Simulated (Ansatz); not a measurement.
# Ti (Im-3m) in Ansatz: a series of runs

The runs below take Ti through band structure, elastic constants, with RPBE, BLYP, PBE.

Everything below comes from runs of Ansatz 0.2.0. Logs are shortened: lines on timing, memory, paths and dates and some standing lists are left out, and cuts for length are marked.

## 1. The structure

Symmetry: Im-3m, No. 229, cubic system. Conventional cell: a = 3.282 Å, b = 3.282 Å, c = 3.282 Å, α = 90.00°, β = 90.00°, γ = 90.00°. Ti (site symmetry m-3m) has 8 Ti at 2.84 Å as nearest neighbours.

This isn't the form of Ti at room conditions, which is hcp.

## 2. Band structure, RPBE

Contents of input.yaml:

```yaml
crystal:
  lattice:
    - [-1.641, 1.641, 1.641]
    - [1.641, -1.641, 1.641]
    - [1.641, 1.641, -1.641]
  atoms:
    - { symbol: Ti, position: [0.0, 0.0, 0.0] }
kpoints:
  mp_grid: { grid: [11, 11, 11] }
  band_path:
    path:
      - [0.0, 0.0, 0.0]
      - [0.5, -0.5, 0.5]
      - [0.0, 0.0, 0.5]
      - [0.0, 0.0, 0.0]
      - [0.25, 0.25, 0.25]
      - [0.5, -0.5, 0.5]
    npoints: 6
scf:
  occupations: { method: fermi_dirac, width: 0.05 }
hamiltonian:
  xc: rpbe
  pseudopotentials: { kind: all_electron, lapw: { basis_error: 0.001 } }
output:
  forces: true
  stress: true
  eigenvalues: true
```

Potentials or basis: all-electron LAPW, scalar-relativistic.

Launch:

```bash
$ ansatz run input.yaml --threads 1 --pin off --max-ram 3072MiB --backend cpu --events-out ev --progress --plain --runs-dir out
```

The log of the run:

```text
Warning: RAYON_NUM_THREADS=1 ignored (pool sized by the plan → 1); use --threads N
LAPW: plane waves up to 7.729 Å⁻¹, error target 1.0e-3 eV per atom; small_component_spin mean_spin; Ti in spheres of 1.421 Å, 12 of its electrons in bands, Dirac shells [] (how accurate: hamiltonian.pseudopotentials.lapw.basis_error, Limitations)
Engine: ansatz 0.2.0, aarch64-unknown-linux-gnu
Pseudopotentials: kind: all_electron
Pseudopotential: Ti, LAPW, valence charge 12, lapw/all_electron/scalar/gaussian/Ti, Koelling and Harmon's equation, gaussian nucleus
Functional definition: RPBE
  parameter kappa = 0.804
  parameter beta = 0.06672455060314922
  exchange = rpbe_x(kappa = kappa, mu = beta*pi^2/3)
  correlation = pbe_c(beta = beta)
Crystal: 1 atoms, lattice volume = 17.676 Å³
Basis set: ecut = 227.5787547076235 eV, 141 PW (Γ), exchange–correlation at level 2
Bands: 10, of which v1, the nominal top of the filled ones, is band 6 counted from 1 (5 counted from 0)
Symmetry: 48 space group operations
Space group: Im-3m (ITA 229), of the structure as read, at distance tolerance 2.6e-5 Å
k-points: 56 of 1331
Non-local potential: Ti, projectors of the file, none
Initial density: superposition of atomic densities (chi_scale 0.1, normalization cell)
Initial wavefunctions: plane waves of lowest kinetic energy (no species holds an atomic orbital)
Functional: x = rpbe, c = pbe(β = 0.06672455060314922)
iter 1 solved again at ethr=6.63e-4 eV; its pass at ethr=1.00e-1 eV (dr2=7.95e-2 eV) is discarded
SCF iter   1: F=—  HF=-23237.771267 eV  |F-HF|=—  |Δ(HF+E_count)|=         —  Δρ=2.43e-2  dr2=8.01e-2  ethr=6.63e-4  ⟨swp⟩=2.7  Hψ=4114  notcnv=0
preconditioner: auto → none  [metal: Δε(μ)=0.025 eV  Ē_g=4.428 eV  σ=0.050 eV  W_gap=0.13  n_scr=0 (ndim 8)  ℏωp=17.7 eV  f_vac=0.000  D(μ)=2.70/eV (n_scr^D=42)]
iter 2 solved again at ethr=3.29e-6 eV; its pass at ethr=6.63e-4 eV (dr2=3.94e-4 eV) is discarded
SCF iter   2: F=—  HF=-23237.620263 eV  |F-HF|=—  |Δ(HF+E_count)|=   1.51e-1  Δρ=1.82e-3  dr2=3.93e-4  ethr=3.29e-6  ⟨swp⟩=2.7  Hψ=3095  notcnv=0
SCF iter   3: F=—  HF=-23237.599519 eV  |F-HF|=—  |Δ(HF+E_count)|=   2.07e-2  Δρ=2.94e-3  dr2=1.16e-3  ethr=3.27e-6  ⟨swp⟩=3.0  Hψ=1971  notcnv=0
SCF iter   4: F=—  HF=-23237.599627 eV  |F-HF|=—  |Δ(HF+E_count)|=   1.08e-4  Δρ=1.50e-4  dr2=2.58e-6  ethr=3.27e-6  ⟨swp⟩=2.0  Hψ=1648  notcnv=0
SCF iter   5: F=—  HF=-23237.599630 eV  |F-HF|=—  |Δ(HF+E_count)|=   3.14e-6  Δρ=4.45e-5  dr2=2.57e-7  ethr=2.15e-8  ⟨swp⟩=2.9  Hψ=1752  notcnv=0
SCF iter   6: F=-23237.599630 eV  HF=-23237.599630 eV  |F-HF|=1.22e-8  |Δ(HF+E_count)|=   4.90e-7  Δρ=4.64e-6  dr2=2.60e-9  ethr=2.14e-9  ⟨swp⟩=2.0  Hψ=1648  notcnv=0
SCF 1 converged in 6 iterations: F = -23237.599630 eV  dr2 = 2.60e-9
NSCF: frozen V_eff on 31 k-points
SCF converged after 6 iterations
Free energy (F): -23237.599630 eV
Harris-Foulkes:  -23237.599630 eV  (|F-HF|=1.22e-8)
Internal energy: -23237.576680 eV  (E = F + TS)
E sigma→0 (E₀):  -23237.588155 eV
Entropy (-TS):   -0.022950 eV (-22.950 meV/atom)
Fermi energy:    13.369719 eV
--- Per-component energies (eV) ---
  E_band       = -154.784735
  E_kinetic    = 23462.227780
  E_xc         = -1152.434097
  E_electrostatic = -45547.370363  (all electrons and nuclei)
  E_smearing   = -0.022950  (= −TS)
  E_closure    = 0.000000  (closes the sum)
  E_atoms      = -23231.392693  (free atoms, spherical and without spin; not in F)
  Σ components = -23237.599630   (vs F -23237.599630, Δ=0.00e0)
  Basis errors (estimates in eV, not in F): energy 1.1e-4 per atom: plane waves 9.8e-5 (5.1e-5 summed), levels above the bands 1.4e-69, relativity 1.6e-8, radial functions 1.6e-5, core shells 4.1e-8; eigenvalues (radial functions only) 9.8e-7; not estimated: angular momenta, meshes, grids; target (lapw.basis_error) 1.0e-3; muffin-tin radii Ti 1.421 Å
--- Forces (eV/Å), atoms counted from 1 ---
  atom   1  Ti     0.00000000     0.00000000     0.00000000
  max |Σ_I F_I| component: 9.16e-33 eV/Å
--- Stress (GPa, compression-positive) ---
        0.633617      -0.000000       0.000000
       -0.000000       0.633617       0.000000
        0.000000       0.000000       0.633617
  P = ⅓ Tr σ = 0.6336 GPa (6.336 kbar)
--- Band table (eV; the first three rows and the last of 56) ---
  k-point 0: bands = ["-43.2997", "-19.1240", "-19.1240", "-19.1240", "7.4694", "14.3651", "14.3651", "14.3651", "16.0791", "16.0791"]
  k-point 1: bands = ["-43.2901", "-19.1761", "-19.1401", "-19.1243", "7.7448", "14.2412", "14.3239", "14.5640", "15.9443", "16.0873"]
  k-point 2: bands = ["-43.2644", "-19.3139", "-19.1831", "-19.1251", "8.5185", "13.9254", "14.1056", "15.1296", "15.7734", "16.1231"]
  k-point 55: bands = ["-43.0960", "-19.5590", "-19.5494", "-19.5494", "11.3891", "11.4018", "16.9602", "16.9602", "17.1504", "21.0493"]
```

Run time: 3.2 s. Hardware: 1 thread of Arm Neoverse V1, shared host; peak memory 0.22 GiB.

Results:

```yaml
Free_energy: -23237.5996 eV
Pressure: 0.6 GPa
Band_gap_along_the_path: none (metal or under the smearing width)
```

Levels at the corners of the path, in eV from the Fermi level:
```
point  band 2  band 3  band 4  band 5  band 6  band 7  band 8  band 9  band 10
    Γ  -32.49  -32.49  -32.49   -5.90    1.00    1.00    1.00    2.71     2.71
    H  -32.93  -32.93  -32.93   -2.05   -2.05    3.85    3.85    3.85     8.23
    N  -33.12  -32.69  -32.50   -2.40   -0.36    1.05    2.70    3.04     4.19
    Γ  -32.49  -32.49  -32.49   -5.90    1.00    1.00    1.00    2.71     2.71
    P  -32.81  -32.81  -32.81   -0.60   -0.60   -0.60    3.10    3.10     8.88
    H  -32.93  -32.93  -32.93   -2.05   -2.05    3.85    3.85    3.85     8.23
```

## 3. Band structure, BLYP

input.yaml: that of step 2 with these lines changed.

```diff
@@ -17,3 +17,3 @@
       - [0.5, -0.5, 0.5]
-    npoints: 6
+    npoints: 10
 scf:
@@ -21,3 +21,3 @@
 hamiltonian:
-  xc: rpbe
+  xc: blyp
   pseudopotentials: { kind: all_electron, lapw: { basis_error: 0.001 } }
```

Potentials or basis: all-electron LAPW, scalar-relativistic.

Launch:

```bash
$ ansatz run input.yaml --threads 1 --pin off --max-ram 3072MiB --backend cpu --events-out ev --progress --plain --runs-dir out
```

Wall time 3.4 s (1 thread of Arm Neoverse V1, shared host); peak memory 0.22 GiB.

The run converged. Its results:

```yaml
Free_energy: -23239.4715 eV
Pressure: -0.3 GPa
Band_gap_along_the_path: none (metal or under the smearing width)
```

Levels at the corners of the path, in eV from the Fermi level:
| point | band 2 | band 3 | band 4 | band 5 | band 6 | band 7 | band 8 | band 9 | band 10 |
| --- | --- | --- | --- | --- | --- | --- | --- | --- | --- |
| Γ | -32.37 | -32.37 | -32.37 | -5.75 | 0.92 | 0.92 | 0.92 | 2.63 | 2.63 |
| H | -32.82 | -32.82 | -32.82 | -2.04 | -2.04 | 3.77 | 3.77 | 3.77 | 8.38 |
| N | -33.02 | -32.58 | -32.38 | -2.37 | -0.41 | 1.27 | 2.62 | 2.95 | 4.11 |
| Γ | -32.37 | -32.37 | -32.37 | -5.75 | 0.92 | 0.92 | 0.92 | 2.63 | 2.63 |
| P | -32.69 | -32.69 | -32.69 | -0.57 | -0.57 | -0.57 | 3.01 | 3.01 | 8.99 |
| H | -32.82 | -32.82 | -32.82 | -2.04 | -2.04 | 3.77 | 3.77 | 3.77 | 8.38 |

## 4. Elastic constants, PBE

Contents of input.yaml:

```yaml
crystal:
  lattice:
    - [-1.641, 1.641, 1.641]
    - [1.641, -1.641, 1.641]
    - [1.641, 1.641, -1.641]
  atoms:
    - { symbol: Ti, position: [0.0, 0.0, 0.0] }
kpoints:
  mp_grid: { grid: [8, 8, 8] }
scf:
  occupations: { method: fermi_dirac, width: 0.05 }
hamiltonian:
  xc: pbe
  pseudopotentials: { kind: all_electron, lapw: { basis_error: 0.001 } }
output:
  forces: true
  stress: true
elastic:
  mode: relaxed_ion
  stencil: two_point
```

Potentials or basis: all-electron LAPW, scalar-relativistic.

Launch:

```bash
$ ansatz run input.yaml --threads 1 --pin off --max-ram 3072MiB --backend cpu --events-out ev --progress --plain --runs-dir out
```

The log of the run:

```text
Warning: RAYON_NUM_THREADS=1 ignored (pool sized by the plan → 1); use --threads N
LAPW: plane waves up to 7.945 Å⁻¹, error target 1.0e-3 eV per atom; small_component_spin mean_spin; Ti in spheres of 1.379 Å, 12 of its electrons in bands, Dirac shells [] (how accurate: hamiltonian.pseudopotentials.lapw.basis_error, Limitations)
[... 3 set-up lines as earlier in the session ...]
Functional definition: PBE
[... 2 set-up lines as earlier in the session ...]
  exchange = pbe_x(kappa = kappa, mu = beta*pi^2/3)
[... 1 set-up line as earlier in the session ...]
Crystal: 1 atoms, lattice volume = 17.676 Å³
Basis set: ecut = 240.4879955834555 eV, 141 PW (Γ), exchange–correlation at level 2
Bands: 10, of which v1, the nominal top of the filled ones, is band 6 counted from 1 (5 counted from 0)
[... 2 set-up lines as earlier in the session ...]
k-points: 29 of 512
[... 3 set-up lines as earlier in the session ...]
Functional: x = pbe(κ = 0.804, μ = 0.2195149727645171), c = pbe(β = 0.06672455060314922)
iter 1 solved again at ethr=7.57e-4 eV; its pass at ethr=1.00e-1 eV (dr2=9.09e-2 eV) is discarded
SCF iter   1: F=—  HF=-23233.386470 eV  |F-HF|=—  |Δ(HF+E_count)|=         —  Δρ=2.53e-2  dr2=9.14e-2  ethr=7.57e-4  ⟨swp⟩=2.6  Hψ=2080  notcnv=0
preconditioner: auto → none  [metal: Δε(μ)=0.098 eV  Ē_g=4.412 eV  σ=0.050 eV  W_gap=0.41  n_scr=0 (ndim 8)  ℏωp=17.7 eV  f_vac=0.000  D(μ)=2.67/eV (n_scr^D=42)]
iter 2 solved again at ethr=3.23e-6 eV; its pass at ethr=7.57e-4 eV (dr2=3.88e-4 eV) is discarded
SCF iter   2: F=—  HF=-23233.246176 eV  |F-HF|=—  |Δ(HF+E_count)|=   1.40e-1  Δρ=1.87e-3  dr2=3.86e-4  ethr=3.23e-6  ⟨swp⟩=2.8  Hψ=1595  notcnv=0
SCF iter   3: F=—  HF=-23233.227624 eV  |F-HF|=—  |Δ(HF+E_count)|=   1.86e-2  Δρ=2.77e-3  dr2=1.08e-3  ethr=3.22e-6  ⟨swp⟩=3.0  Hψ=1023  notcnv=0
[... 70 lines left out ...]
  E_smearing   = -0.019391  (= −TS)
  E_closure    = 0.000000  (closes the sum)
  E_atoms      = -23226.621050  (free atoms, spherical and without spin; not in F)
  Σ components = -23233.227635   (vs F -23233.227635, Δ=0.00e0)
  Basis errors (estimates in eV, not in F): energy 1.2e-4 per atom: plane waves 1.1e-4 (5.9e-5 summed), levels above the bands 7.9e-70, relativity 9.4e-9, radial functions 1.1e-5, core shells 1.0e-7; eigenvalues (radial functions only) 5.0e-7; not estimated: angular momenta, meshes, grids; target (lapw.basis_error) 1.0e-3; muffin-tin radii Ti 1.379 Å
--- Forces (eV/Å), atoms counted from 1 ---
  atom   1  Ti     0.00000000     0.00000000     0.00000000
  max |Σ_I F_I| component: 6.98e-32 eV/Å
--- Stress (GPa, compression-positive) ---
       -2.634800      -0.000000      -0.000000
       -0.000000      -2.634800       0.000000
       -0.000000       0.000000      -2.634800
  P = ⅓ Tr σ = -2.6348 GPa (-26.348 kbar)
--- Band table (eV; the first three rows and the last of 29) ---
  k-point 0: bands = ["-43.2530", "-19.1442", "-19.1442", "-19.1442", "7.3699", "14.2453", "14.2453", "14.2453", "15.9696", "15.9696"]
  k-point 1: bands = ["-43.2351", "-19.2410", "-19.1742", "-19.1447", "7.8843", "14.0195", "14.1520", "14.6189", "15.7520", "15.9868"]
  k-point 2: bands = ["-43.1917", "-19.4696", "-19.2459", "-19.1461", "9.2227", "13.5177", "13.7199", "15.6233", "15.6866", "16.0688"]
  k-point 28: bands = ["-43.0430", "-19.5836", "-19.5836", "-19.5836", "11.2168", "11.2168", "17.1131", "17.1131", "17.1131", "21.4896"]
--- Elastic constants: 2 strain directions × 2 members + reference (group order 48) ---
  dense FFT box of the reference and of every strained cell: 16×16×16
  strains applied: 11, 23; error gains: componentwise 1.00 (the most a stress slope's error grows in a printed constant), spectral 1.73 (1 for all six strains in a standard setting)
  C = ∂σ_k/∂η_j (tension-positive GPa; Voigt order 11 22 33 23 13 12):
        81.346    108.632    108.632     -0.000      0.000      0.000
       108.632     81.346    108.632      0.000     -0.000      0.000
       108.632    108.632     81.346      0.000      0.000     -0.000
        -0.000      0.000      0.000     54.120     -0.000     -0.000
        -0.000     -0.000      0.000     -0.000     54.120      0.000
         0.000     -0.000      0.000      0.000      0.000     54.120
  reference stress σ⁰ (GPa):      2.635      2.635      2.635     -0.000      0.000      0.000
  no Pulay correction (none for the plane-wave cutoff is built on LAPW): the batch's stresses and constants are at fixed plane waves
  C* (energy form; C + prestress term) asymmetry max|C*_kj − C*_jk| = 1.421e-14 GPa — a small one proves nothing (zero by symmetry where the batch's group is 432, −43m or m−3m); a large one is finite-difference/SCF noise where every solve meets its electron count
  moduli (Voigt/Reuss/Hill, GPa): K = 99.54/99.54/99.54   G = 27.01/-54.85/-13.92   E = -43.79   ν = 0.573
  mechanically stable: NO (min eigenvalue of sym C = -27.29 GPa)
  where every solve meets its electron count the energy-path curvature estimates C_jj along a normal strain and C_jj − ¼(σ⁰_aa + σ⁰_bb) along a shear (ab), closely only under elastic.basis: deformed
  strain η (Voigt 11):  stress-route row diagonal C_11 = 81.35 GPa, energy-path curvature d²(F+E_count)/dδ²/Ω₀ = 81.32 GPa
         δ    σ_11 (GPa)             F (eV)   n_scf  n_hpsi   n_pw
    -2.000e-3       2.4702      -23233.2281984       6   16380    164   relax 0 steps, max|allowed force component| 0.00e0 eV/Å
     2.000e-3       2.7956      -23233.2270359       6   16552    164   relax 0 steps, max|allowed force component| 0.00e0 eV/Å
  strain η (Voigt 23):  stress-route row diagonal C_44 = 54.12 GPa, energy-path curvature d²(F+E_count)/dδ²/Ω₀ = 52.82 GPa
         δ    σ_23 (GPa)             F (eV)   n_scf  n_hpsi   n_pw
    -2.000e-3      -0.1082      -23233.2276234       7   29640    164   relax 0 steps, max|allowed force component| 0.00e0 eV/Å
     2.000e-3       0.1082      -23233.2276234       6   26574    164   relax 0 steps, max|allowed force component| 0.00e0 eV/Å
```

elastic.tsv:

```text
[... 16 lines left out ...]
6	3.1554436209e-30	-2.8663782694e-30	7.8886090522e-31	1.2441807416e-30	4.7331654313e-30	5.4120132620e1	5.7902779576e-17	5.7902779576e-17	5.7902779576e-17	1.2441807416e-30	4.7331654313e-30	5.4120132620e1	nan	nan	nan	nan	nan	nan
```

It took 15 s on 1 thread of Arm Neoverse V1, shared host; peak memory 0.25 GiB.

What came out:

| Item | Value |
| --- | --- |
| Free energy | -23233.2276 eV |
| Pressure | -2.6 GPa |
| Band gap on the k mesh | none (metal or under the smearing width) |
| Elastic constants C11, C12, C44 | 81, 109, 54 GPa |
| Voigt bulk modulus | 100 GPa |

Elastic tensor in Voigt notation (GPa, in the Cartesian axes of the cell as first typed):
```
 81 109 109   0   0   0
109  81 109   0   0   0
109 109  81   0   0   0
  0   0   0  54   0   0
  0   0   0   0  54   0
  0   0   0   0   0  54
```

Caveat: the k mesh is thin for a metal, which can move the energy by tens of meV per atom; a metal's response needs a denser mesh; the elastic tensor has a negative eigenvalue, so either the cell is unstable as it stands or the mesh is too thin.

## 5. Summary

```tsv
task	level	k mesh	cutoff (eV)	pressure (GPa)
band structure	RPBE	11 × 11 × 11	228	0.6
band structure	BLYP	11 × 11 × 11	227	-0.3
elastic constants	PBE	8 × 8 × 8	240	-2.6
```

Alike in all rows: potentials or basis all-electron LAPW, scalar-relativistic; no spin polarisation; cell as given; smearing fermi-dirac 0.05 eV; basis error allowed 0.001 eV/atom.

The pressure there spans -2.6 GPa (PBE) to 0.6 GPa (RPBE); a positive pressure means that this level wants a larger cell, a negative one a smaller.

Caveats: the k mesh is thin for a metal, which can move the energy by tens of meV per atom (some runs); a metal's response needs a denser mesh (some runs); the elastic tensor has a negative eigenvalue, so either the cell is unstable as it stands or the mesh is too thin (some runs).

Compare energies only between runs with the same functional and basis.
